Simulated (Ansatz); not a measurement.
# An N vacancy in wurtzite BN, 95 atoms, charge +3, part 2 of 2

Ansatz 0.2.0, PAW. Earlier steps stand in the parts before.

### Step 3. HSE06 on the final geometry

The input, in.yaml:

```yaml
crystal:
  lattice:
    - [7.622990, 0.000000, 0.000000]
    - [0.000000, 8.802271, 0.000000]
    - [0.000000, 0.000000, 8.406582]
  atoms:
    - { symbol: B, position: [0.000107, 0.166530, 0.001499] }
    - { symbol: B, position: [0.000150, 0.167655, 0.502467] }
    - { symbol: B, position: [0.333275, 0.165731, 0.000975] }
    - { symbol: B, position: [0.332883, 0.161395, 0.503181] }
    - { symbol: B, position: [0.166179, 0.416106, 0.000599] }
    - { symbol: B, position: [0.166027, 0.415997, 0.503332] }
    - { symbol: B, position: [0.000103, 0.667638, 0.000210] }
    - { symbol: B, position: [0.000072, 0.669773, 0.503070] }
    - { symbol: B, position: [0.666947, 0.165704, 0.000975] }
    - { symbol: B, position: [0.667471, 0.161363, 0.503072] }
    - { symbol: B, position: [0.500146, 0.414291, 0.992865] }
    - { symbol: B, position: [0.500227, 0.377739, 0.513065] }
    - { symbol: B, position: [0.331434, 0.667830, 0.992736] }
    - { symbol: B, position: [0.295174, 0.686424, 0.513191] }
    - { symbol: B, position: [0.166065, 0.917410, 0.000767] }
    - { symbol: B, position: [0.162904, 0.920373, 0.503096] }
    - { symbol: B, position: [0.834020, 0.416120, 0.000600] }
    - { symbol: B, position: [0.834090, 0.415865, 0.503354] }
    - { symbol: B, position: [0.668834, 0.667879, 0.992775] }
    - { symbol: B, position: [0.704521, 0.686066, 0.513097] }
    - { symbol: B, position: [0.500093, 0.917236, 0.000458] }
    - { symbol: B, position: [0.500003, 0.916341, 0.503279] }
    - { symbol: B, position: [0.834126, 0.917403, 0.000773] }
    - { symbol: B, position: [0.837299, 0.920296, 0.503100] }
    - { symbol: B, position: [0.166656, 0.083700, 0.250081] }
    - { symbol: B, position: [0.165702, 0.083807, 0.752538] }
    - { symbol: B, position: [0.000047, 0.332616, 0.250845] }
    - { symbol: B, position: [0.000050, 0.332109, 0.752118] }
    - { symbol: B, position: [0.500042, 0.083719, 0.250309] }
    - { symbol: B, position: [0.500053, 0.083832, 0.752507] }
    - { symbol: B, position: [0.332436, 0.333186, 0.248566] }
    - { symbol: B, position: [0.329881, 0.331451, 0.751994] }
    - { symbol: B, position: [0.166116, 0.582386, 0.248038] }
    - { symbol: B, position: [0.164292, 0.580953, 0.752008] }
    - { symbol: B, position: [0.000007, 0.833894, 0.249504] }
    - { symbol: B, position: [0.000007, 0.834056, 0.752705] }
    - { symbol: B, position: [0.833431, 0.083641, 0.250083] }
    - { symbol: B, position: [0.834336, 0.083772, 0.752529] }
    - { symbol: B, position: [0.667733, 0.333051, 0.248634] }
    - { symbol: B, position: [0.670217, 0.331412, 0.751988] }
    - { symbol: B, position: [0.500087, 0.583184, 0.202127] }
    - { symbol: B, position: [0.500070, 0.583010, 0.742334] }
    - { symbol: B, position: [0.333747, 0.834303, 0.248373] }
    - { symbol: B, position: [0.333545, 0.837095, 0.752090] }
    - { symbol: B, position: [0.833968, 0.582411, 0.248024] }
    - { symbol: B, position: [0.835727, 0.580957, 0.751994] }
    - { symbol: B, position: [0.666288, 0.834266, 0.248296] }
    - { symbol: B, position: [0.666526, 0.837072, 0.752084] }
    - { symbol: N, position: [0.000098, 0.166605, 0.188692] }
    - { symbol: N, position: [0.000094, 0.166863, 0.688632] }
    - { symbol: N, position: [0.333712, 0.167191, 0.188336] }
    - { symbol: N, position: [0.332945, 0.165963, 0.688469] }
    - { symbol: N, position: [0.166826, 0.416733, 0.188444] }
    - { symbol: N, position: [0.166481, 0.416302, 0.688311] }
    - { symbol: N, position: [0.000101, 0.666534, 0.187806] }
    - { symbol: N, position: [0.000060, 0.666450, 0.688041] }
    - { symbol: N, position: [0.666496, 0.167155, 0.188330] }
    - { symbol: N, position: [0.667283, 0.165918, 0.688482] }
    - { symbol: N, position: [0.500139, 0.417332, 0.187006] }
    - { symbol: N, position: [0.500191, 0.413913, 0.684575] }
    - { symbol: N, position: [0.334001, 0.666275, 0.187147] }
    - { symbol: N, position: [0.331042, 0.667869, 0.684298] }
    - { symbol: N, position: [0.167168, 0.916332, 0.188168] }
    - { symbol: N, position: [0.166231, 0.917344, 0.688383] }
    - { symbol: N, position: [0.833380, 0.416719, 0.188472] }
    - { symbol: N, position: [0.833758, 0.416292, 0.688301] }
    - { symbol: N, position: [0.666231, 0.666372, 0.186824] }
    - { symbol: N, position: [0.669146, 0.667774, 0.684419] }
    - { symbol: N, position: [0.500086, 0.916618, 0.188227] }
    - { symbol: N, position: [0.500065, 0.917032, 0.688335] }
    - { symbol: N, position: [0.832992, 0.916330, 0.188133] }
    - { symbol: N, position: [0.833906, 0.917309, 0.688380] }
    - { symbol: N, position: [0.166865, 0.083865, 0.438119] }
    - { symbol: N, position: [0.166576, 0.083387, 0.938594] }
    - { symbol: N, position: [0.000066, 0.334321, 0.438668] }
    - { symbol: N, position: [0.000051, 0.333406, 0.938427] }
    - { symbol: N, position: [0.500025, 0.081538, 0.438696] }
    - { symbol: N, position: [0.500028, 0.083127, 0.938399] }
    - { symbol: N, position: [0.334750, 0.336129, 0.436901] }
    - { symbol: N, position: [0.332976, 0.332938, 0.937216] }
    - { symbol: N, position: [0.168805, 0.583412, 0.436914] }
    - { symbol: N, position: [0.166332, 0.583186, 0.937094] }
    - { symbol: N, position: [0.999957, 0.834270, 0.438565] }
    - { symbol: N, position: [0.000034, 0.833458, 0.938236] }
    - { symbol: N, position: [0.833261, 0.083687, 0.438101] }
    - { symbol: N, position: [0.833507, 0.083376, 0.938596] }
    - { symbol: N, position: [0.665545, 0.335484, 0.436964] }
    - { symbol: N, position: [0.667139, 0.332920, 0.937229] }
    - { symbol: N, position: [0.500058, 0.583285, 0.930542] }
    - { symbol: N, position: [0.335284, 0.831018, 0.436929] }
    - { symbol: N, position: [0.333247, 0.833729, 0.937131] }
    - { symbol: N, position: [0.830915, 0.583365, 0.436947] }
    - { symbol: N, position: [0.833746, 0.583185, 0.937050] }
    - { symbol: N, position: [0.664566, 0.830853, 0.436898] }
    - { symbol: N, position: [0.666808, 0.833778, 0.937079] }
  symmetry: { detect: false }
kpoints:
  mp_grid: { grid: [1, 1, 1], shift: [0.25, 0.25, 0.25] }
hamiltonian:
  xc: hse06
total_charge: 3
scf:
  occupations: { method: fermi_dirac, width: 0.01 }
output:
  forces: true
  eigenvalues: true
  populations: true
  charged_corrections: { epsilon: 7 }
  eigenstates: { kpoints: [[0.25, 0.25, 0.25]], e_range: [-6.0, 6.0], localisation: true }
```

Started as:

```sh
$ ansatz run in.yaml --threads 8 --pin off --max-ram 17100MiB --runs-dir r --events-out ev --progress --plain
```

What it wrote:

```text
Pseudopotentials: kind: paw
Functional definition: HSE06
  parameter a = 0.25
  parameter omega = 0.11/bohr
  exchange = pbe_x - a*pbe_x_sr(omega) + a*exact_x_sr(omega)
  correlation = pbe_c
Crystal: 95 atoms, lattice volume = 564.078 Å³
Basis set: ecut = 420 eV, 11009 PW (Γ), exchange–correlation on 108×120×120 points (8 copies of the dense FFT grid, shifted against one another)
Bands: 283, of which v1, the nominal top of the filled ones, is band 188 counted from 1 (187 counted from 0)
Symmetry: 1 space group operations
k-points: 1
Non-local potential: B, projectors of the file, l = 0: 2, l = 1: 2, l = 2: 1
Non-local potential: N, projectors of the file, l = 0: 2, l = 1: 2, l = 2: 1
PAW form: soft (Blöchl's): semilocal exchange-correlation on the pseudo side does not see the compensation charge
PAW frozen core: B, regenerated for the run's functional, and the local potential with it (the file was generated under x = pbe(κ = 0.804, μ = 0.2195149727645171), c = pbe(β = 0.06672455060314922))
PAW frozen core: N, regenerated for the run's functional, and the local potential with it (the file was generated under x = pbe(κ = 0.804, μ = 0.2195149727645171), c = pbe(β = 0.06672455060314922))
PAW one-centre angular grid: B, 110 points (default); XC on 64 Gauss nodes
PAW one-centre angular grid: N, 110 points (default); XC on 64 Gauss nodes
Initial density: superposition of atomic densities (neutral atoms scaled as one to the charged cell's electrons: chi_scale 0, normalization atom), corrected by the library's trained network
Initial wavefunctions: pseudopotential atomic-orbital guess
Functional: x = pbe(κ = 0.804, μ = 0.2195149727645171), c = pbe(β = 0.06672455060314922), warm-up for x = pbe(κ = 0.804, μ = 0.2195149727645171) + 0.25 (exact − pbe) at short range (hse, ω = 0.20786987370883472 Å⁻¹), c = pbe(β = 0.06672455060314922); HSE06 as pw.x's `hse` composes it (authors' and Libxc's form: `xc: wpbeh`)
SCF iter   1: F=—  HF=-25675.090448 eV  |F-HF|=—  |Δ(HF+E_count)|=         —  Δρ=1.00e-2  dr2=1.69e0  ethr=1.77e-3  ⟨swp⟩=17.0  Hψ=1532  notcnv=0
preconditioner: auto → none  [insulator: Δε(μ)=2.743 eV  Ē_g=17.501 eV  σ=0.010 eV  W_gap=1.00  n_scr=154 (ndim 8)  ℏωp=30.3 eV  f_vac=0.000  D(μ)=0.00/eV (n_scr^D=0)]
iter 2 solved again at ethr=2.29e-5 eV; its pass at ethr=4.50e-4 eV (dr2=8.61e-2 eV) is discarded
SCF iter   2: F=—  HF=-25674.679278 eV  |F-HF|=—  |Δ(HF+E_count)|=   4.11e-1  Δρ=3.44e-3  dr2=8.37e-2  ethr=2.29e-5  ⟨swp⟩=9.0  Hψ=1589  notcnv=0  defer=2
SCF iter   3: F=—  HF=-25674.664330 eV  |F-HF|=—  |Δ(HF+E_count)|=   1.49e-2  Δρ=1.49e-3  dr2=1.28e-2  ethr=2.23e-5  ⟨swp⟩=8.0  Hψ=774  notcnv=0  defer=2
SCF iter   4: F=—  HF=-25674.664376 eV  |F-HF|=—  |Δ(HF+E_count)|=   4.61e-5  Δρ=4.29e-4  dr2=4.88e-4  ethr=3.42e-6  ⟨swp⟩=8.0  Hψ=840  notcnv=0  defer=9
SCF iter   5: F=-25674.664487 eV  HF=-25674.664483 eV  |F-HF|=4.18e-6  |Δ(HF+E_count)|=   1.07e-4  Δρ=1.00e-4  dr2=2.46e-5  ethr=1.30e-7  ⟨swp⟩=5.0  Hψ=577  notcnv=0  defer=5
SCF 1 stopped early in 5 iterations: F = -25674.664487 eV  dr2 = 2.46e-5
Initial density: handed on by an earlier stage of this run
Initial wavefunctions: those handed on with the density
Functional: x = pbe(κ = 0.804, μ = 0.2195149727645171) + 0.25 (exact − pbe) at short range (hse, ω = 0.20786987370883472 Å⁻¹), c = pbe(β = 0.06672455060314922); HSE06 as pw.x's `hse` composes it (authors' and Libxc's form: `xc: wpbeh`)
Exchange kernel: α = 0.2500, screened, ω = 0.2079 Å⁻¹, Wigner–Seitz truncation, v(0) = 796.5775 eV·Å³, q-mesh 1×1×1, nearest image of the exchange supercell L = 7.62 Å, pair-density grid 36×45×45, without the augmentation charges, whose exchange is taken in its separable form (sized by the pseudopotential files, 50×60×60 at the most), smooth part of the exchange summed in real space on grids 50×60 [...]
Frozen-core exchange: fock
SCF iter   1: F=—  HF=-25683.027211 eV  |F-HF|=—  |Δ(HF+E_count)|=         —  Δρ=8.88e-3  dr2=2.36e-1  ethr=6.53e-8  ⟨swp⟩=13.0  Hψ=1977  notcnv=0
preconditioner: auto → none  [insulator: Δε(μ)=3.280 eV  Ē_g=19.858 eV  σ=0.010 eV  W_gap=1.00  n_scr=154 (ndim 8)  ℏωp=30.3 eV  f_vac=0.002  D(μ)=0.00/eV (n_scr^D=0)]
SCF iter   2: F=—  HF=-25682.934508 eV  |F-HF|=—  |Δ(HF+E_count)|=   9.27e-2  Δρ=3.92e-3  dr2=4.26e-2  ethr=6.53e-8  ⟨swp⟩=5.0  Hψ=1136  notcnv=0
SCF iter   3: F=—  HF=-25683.032118 eV  |F-HF|=—  |Δ(HF+E_count)|=   9.76e-2  Δρ=1.48e-3  dr2=1.59e-2  ethr=6.53e-8  ⟨swp⟩=5.0  Hψ=1120  notcnv=0
SCF iter   4: F=—  HF=-25683.028899 eV  |F-HF|=—  |Δ(HF+E_count)|=   3.22e-3  Δρ=7.01e-4  dr2=6.70e-3  ethr=6.53e-8  ⟨swp⟩=4.0  Hψ=1089  notcnv=0
SCF iter   5: F=—  HF=-25683.027070 eV  |F-HF|=—  |Δ(HF+E_count)|=   1.83e-3  Δρ=1.94e-4  dr2=3.72e-4  ethr=6.53e-8  ⟨swp⟩=4.0  Hψ=898  notcnv=0
SCF iter   6: F=—  HF=-25683.027893 eV  |F-HF|=—  |Δ(HF+E_count)|=   8.23e-4  Δρ=1.15e-4  dr2=6.75e-5  ethr=6.53e-8  ⟨swp⟩=5.0  Hψ=729  notcnv=0
SCF iter   7: F=-25683.027875 eV  HF=-25683.027876 eV  |F-HF|=1.41e-6  |Δ(HF+E_count)|=   1.68e-5  Δρ=3.43e-5  dr2=9.39e-6  ethr=1.66e-8  ⟨swp⟩=3.0  Hψ=472  notcnv=0
SCF 2 stopped early in 7 iterations: F = -25683.027875 eV  dr2 = 9.39e-6
  Residual-converged pass: ⟨swp⟩=4.0  Hψ=674  notcnv=0  max |occ|·‖R‖ = 6.1e-6 eV (tolerance 6.7e-6 eV)  dr2=9.13e-6  dr2_onsite=1.91e-7  max |Δocc| = 0.0e0
hybrid outer 1: dexx = +1.109e-1 eV, tail = 7.80e-5 eV
SCF iter   1: F=—  HF=-25683.026405 eV  |F-HF|=—  |Δ(HF+E_count)|=         —  Δρ=4.50e-5  dr2=9.92e-6  ethr=1.04e-7  ⟨swp⟩=9.0  Hψ=841  notcnv=0
preconditioner: auto → none  [insulator: Δε(μ)=3.221 eV  Ē_g=19.855 eV  σ=0.010 eV  W_gap=1.00  n_scr=154 (ndim 8)  ℏωp=30.3 eV  f_vac=0.002  D(μ)=0.00/eV (n_scr^D=0)]
SCF iter   2: F=—  HF=-25683.026402 eV  |F-HF|=—  |Δ(HF+E_count)|=   2.73e-6  Δρ=1.27e-5  dr2=4.75e-7  ethr=2.41e-9  ⟨swp⟩=3.0  Hψ=581  notcnv=0
SCF iter   3: F=—  HF=-25683.026403 eV  |F-HF|=—  |Δ(HF+E_count)|=   7.72e-7  Δρ=6.49e-6  dr2=1.12e-7  ethr=9.77e-11  ⟨swp⟩=8.0  Hψ=837  notcnv=0
SCF iter   4: F=-25683.026403 eV  HF=-25683.026403 eV  |F-HF|=3.98e-9  |Δ(HF+E_count)|=   1.17e-8  Δρ=1.71e-6  dr2=9.18e-9  ethr=2.69e-11  ⟨swp⟩=4.0  Hψ=592  notcnv=0
SCF 3 converged in 4 iterations: F = -25683.026403 eV  dr2 = 9.18e-9
  Residual-converged pass: ⟨swp⟩=3.0  Hψ=472  notcnv=0  max |occ|·‖R‖ = 3.0e-6 eV (tolerance 3.1e-6 eV)  dr2=9.43e-9  dr2_onsite=3.22e-10  max |Δocc| = 0.0e0
[... from here the SCF cycle lines were not kept, up to the last twenty ...]
hybrid outer 2: dexx = +8.813e-7 eV, tail = 2.50e-8 eV, Δε = 9.08e-4 eV (about 1.85e-5 eV left of the loop's levels), ΔF = 3.96e-3 eV/Å (tail 2.80e-4)
NSCF: frozen V_eff on 1 k-points
hybrid SCF converged: 2 outer / 11 inner (+5 warm-up), last move |dexx| = 8.81e-7 eV, tail = 2.50e-8 eV
Stability not checked: this state was not tested for a lower state beside it, because the functional holds exact exchange (a hybrid, or Hartree-Fock), whose exchange loop this test does not read (fock_operator; see scf.lower_state_search)
Free energy (F): -25683.026403 eV
Harris-Foulkes:  -25683.026403 eV  (|F-HF|=3.98e-9)
Internal energy: -25683.026403 eV  (E = F + TS)
E sigma→0 (E₀):  -25683.026403 eV
Fermi energy:    11.590237 eV
--- Per-component energies (eV) ---
  E_band       = 592.802610
  E_kinetic    = 8724.060568
  E_local      = -8774.297455  (includes V_loc(G=0)·N_el)
  E_nonlocal   = 2619.900892
  E_hartree    = 2566.510080
  E_xc         = -3558.479948
  E_vxc        = -4379.016754  (∫ρ·V_xc dr)
  E_exx        = -918.815252  (= α·E_x^exact, valence–valence)
  E_paw        = -9702.371805  (= ΣΔE_a)
  E_vpaw       = -893.242001  (= ΣTr[D̂ρ^β])
  E_aug_tail   = 0.004763  (compensation charges beyond the density's cutoff)
  E_ewald      = -16637.894629
  E_core_change = -1.643606  (= ΣΔE_core)
  E_smearing   = -0.000000  (= −TS)
  E_closure    = -0.000010  (closes the sum)
  E_deformation_potential = 62.075302  (in the stress; not in F)
  Σ components = -25683.026403   (vs F -25683.026403, Δ=3.64e-12)
--- Forces (eV/Å), atoms counted from 1 ---
  atom   1  B     -0.00139133     0.00136262    -0.01977424
  atom   2  B     -0.00385938    -0.00361353    -0.04046450
  atom   3  B     -0.00237941     0.00069385    -0.02334410
  atom   4  B     -0.05857407    -0.02650773    -0.04888675
  atom   5  B     -0.00750023    -0.00470278    -0.02538461
  atom   6  B     -0.00401961    -0.00742591    -0.00795364
  atom   7  B     -0.00110746    -0.00006988    -0.02602771
  atom   8  B     -0.01176470    -0.02025852    -0.05447978
  atom   9  B      0.00045611     0.00140840    -0.02294575
  atom  10  B      0.04764731    -0.03167239    -0.04073887
  atom  11  B     -0.00265063    -0.03103922    -0.03140257
  atom  12  B     -0.01004868    -0.20669620     0.03248559
  atom  13  B     -0.02839011     0.01677777    -0.03391348
  atom  14  B     -0.16937975     0.09626553     0.01799055
  atom  15  B      0.00068584     0.00279388    -0.02026445
  atom  16  B     -0.02154064     0.05710410    -0.05241729
  atom  17  B      0.00675437    -0.00681569    -0.02454398
  atom  18  B      0.00915683    -0.00489364    -0.01184359
  atom  19  B      0.02323367     0.01792302    -0.03798418
  atom  20  B      0.18115366     0.11996349     0.02975178
  atom  21  B     -0.00097397     0.01099554    -0.02454368
  atom  22  B      0.00392854     0.00379726    -0.01309011
  atom  23  B     -0.00257134     0.00494214    -0.02333466
  atom  24  B      0.00956689     0.05600057    -0.04918720
  atom  25  B     -0.00414115    -0.00028192    -0.01048515
  atom  26  B     -0.00315311    -0.00172829    -0.02159897
  atom  27  B      0.00152933    -0.01079328    -0.02292532
  atom  28  B      0.00104836    -0.01179572    -0.01688122
  atom  29  B      0.00037852    -0.00058233    -0.03067505
  atom  30  B      0.00102013    -0.00530286    -0.01054708
  atom  31  B     -0.02162986    -0.00691628    -0.03231317
  atom  32  B     -0.00872321    -0.02639738    -0.00108477
  atom  33  B     -0.01050131    -0.02107005    -0.03581273
  atom  34  B     -0.01915764     0.00035279     0.00112265
  atom  35  B      0.00172271     0.00855788    -0.02728139
  atom  36  B      0.00163523     0.01232201    -0.00670618
  atom  37  B      0.00732116     0.00090321    -0.01056101
  atom  38  B      0.00758654     0.00014281    -0.02017520
  atom  39  B      0.02231956    -0.00403982    -0.03678199
  atom  40  B      0.01505626    -0.02474251     0.00149284
  atom  41  B     -0.00031429    -0.00425486    -0.15833158
  atom  42  B     -0.00001542     0.00057104     0.01663580
  atom  43  B      0.01077790     0.02132516    -0.03541689
  atom  44  B     -0.01361504     0.01696706     0.00220192
  atom  45  B      0.00945547    -0.02305296    -0.03767860
  atom  46  B      0.02273852    -0.00259133     0.00171558
  atom  47  B     -0.00755977     0.02279051    -0.03118025
  atom  48  B      0.01324303     0.01658756     0.00039561
  atom  49  N     -0.00112251     0.00639471     0.01517082
  atom  50  N     -0.00103191     0.00557094     0.02914848
  atom  51  N      0.00832048     0.01657235     0.02521220
  atom  52  N      0.00720073     0.01695057     0.01386509
  atom  53  N      0.01456477     0.01232801     0.02036497
  atom  54  N      0.00757710     0.01188265     0.00347243
  atom  55  N     -0.00169278    -0.00272887     0.02850343
  atom  56  N      0.00054955    -0.00407945     0.00398247
  atom  57  N     -0.01047144     0.01406563     0.02347221
  atom  58  N     -0.01064650     0.01681990     0.01127011
  atom  59  N      0.00092630     0.13215296    -0.02058391
  atom  60  N     -0.00375905     0.02109228    -0.07129786
  atom  61  N      0.10869791    -0.06346369    -0.02577627
  atom  62  N      0.00898782    -0.01114434    -0.06231320
  atom  63  N      0.00540364    -0.01357720     0.02135210
  atom  64  N      0.00754919    -0.00658757     0.01598204
  atom  65  N     -0.01628178     0.01441498     0.02010672
  atom  66  N     -0.01369620     0.00993840     0.00534104
  atom  67  N     -0.11050114    -0.06910712    -0.01273143
  atom  68  N     -0.01490230    -0.00574831    -0.07337391
  atom  69  N     -0.00306225    -0.01921923     0.02097897
  atom  70  N     -0.00052378    -0.01221964     0.00316048
  atom  71  N     -0.00848980    -0.01450397     0.02368054
  atom  72  N     -0.00851326    -0.00686562     0.01455747
  atom  73  N      0.01273832    -0.02993292     0.07014000
  atom  74  N      0.00411425    -0.00501891     0.01635639
  atom  75  N      0.00152635     0.02526316     0.03475617
  atom  76  N      0.00057782     0.00416025     0.01771896
  atom  77  N      0.00260963    -0.00992067     0.04860981
  atom  78  N      0.00171830    -0.00633412     0.01251287
  atom  79  N      0.10892283    -0.01601797     0.10972790
  atom  80  N      0.02280016     0.00885059    -0.00586553
  atom  81  N      0.05475299     0.12250259     0.12463615
  atom  82  N      0.01825494     0.01543142    -0.00897404
  atom  83  N      0.00695931    -0.02291645     0.06312617
  atom  84  N      0.00062905    -0.00615908     0.01326439
  atom  85  N     -0.00390349    -0.01859740     0.06756154
  atom  86  N     -0.00162939    -0.00522292     0.01595791
  atom  87  N     -0.10510410     0.01184586     0.10535954
  atom  88  N     -0.01956950     0.00855882    -0.00745138
  atom  89  N      0.00004048    -0.00050367     0.04045849
  atom  90  N     -0.05728818    -0.09646424     0.11150463
  atom  91  N     -0.00112278    -0.02357296    -0.00476175
  atom  92  N     -0.04717164     0.09763427     0.11378371
  atom  93  N     -0.01321866     0.01648377    -0.00581270
  atom  94  N      0.06014145    -0.09592863     0.11091856
  atom  95  N      0.00470714    -0.02633091    -0.00175880
  max |Σ_I F_I| component: 1.45e-4 eV/Å
--- Charged-cell corrections in eV (Makov–Payne, q = +3.000 e, ε = 7.000) ---
  F (periodic)     = -25683.026403  (uncorrected; the corrections below are reported, never added to it)
  E_corr1          = +3.161332  (monopole, q²α_M/2εL)
  F Makov-Payne    = -25679.865071  (F + E_corr1; no measured alignment; for a localised charge, not one spread in a band: unchecked)
--- Band table (eV) ---
  k-point 0: bands = [... 176 lower levels ..., "8.2041", "8.2924", "8.5135", "8.6707", "8.7420", "8.9087", "8.9976", "9.0680", "9.1722", "9.2771", "9.6555", "9.9795", "13.2010", "15.7633", "16.0242", "16.0752", "18.0670", "18.1665", "18.5810", "18.7366", "18.9142", "18.9832", "19.0996", "19.2433", ... 83 higher levels ...]
--- Löwdin populations: 95 sites ---
  site symbol       q [e]
     0      B      2.6298
     1      B      2.6266
[... 9 atoms left out ...]
    11      B      2.5086
[... 1 atom left out ...]
    13      B      2.4998
[... 5 atoms left out ...]
    19      B      2.5025
[... 20 atoms left out ...]
    40      B      2.4993
[... 37 atoms left out ...]
    78      N      5.2934
[... 1 atom left out ...]
    80      N      5.2886
[... 5 atoms left out ...]
    86      N      5.2941
[... 2 atoms left out ...]
    89      N      5.2931
[... 1 atom left out ...]
    91      N      5.2890
[... 3 atoms left out ...]
  spilling = 0.003996 (of n_electrons = 376.000000)
```

Wall time 67 s (8 threads of Intel Xeon 6975P-C, shared host); peak memory 3.2 GiB.

Spacing of the frontier levels at the single k point (¼, ¼, ¼): 3.22 eV (9.980 to 13.201 eV).

Frontier states and how far they spread:

```tsv
level (eV)	spin	filling	atoms sharing it	main element	its share	largest atom
-0.32	both	2.00	57.9	N	0.77	–
0.00	both	2.00	57.2	N	0.78	–
3.22	both	0.00	11.5	B	0.72	B20 (0.16)
```

The largest force by HSE06 is 0.22 eV/Å, on B20: the geometry is not this level's minimum.

### Step 4. Results

The summary covers parts 1 to 2.

| level | time | top filled to lowest empty (eV) |
| --- | --- | --- |
| PBEsol, relaxation | 26 s (8 CPU threads) | 1.85 |
| HSE06 | 67 s (8 CPU threads) | 3.22 |

| quantity | value |
| --- | --- |
| relaxation | 9 recorded steps, 4.15 eV gained |
| largest shift | 0.41 Å (B41) |

**What this shows.** Relaxation gains 4.15 eV, with shifts up to 0.41 Å (B41). At the same k points, PBEsol gives a spacing 1.37 eV smaller than the 3.22 eV of HSE06. In a defect cell this spacing can involve defect levels, so it need not be the gap.
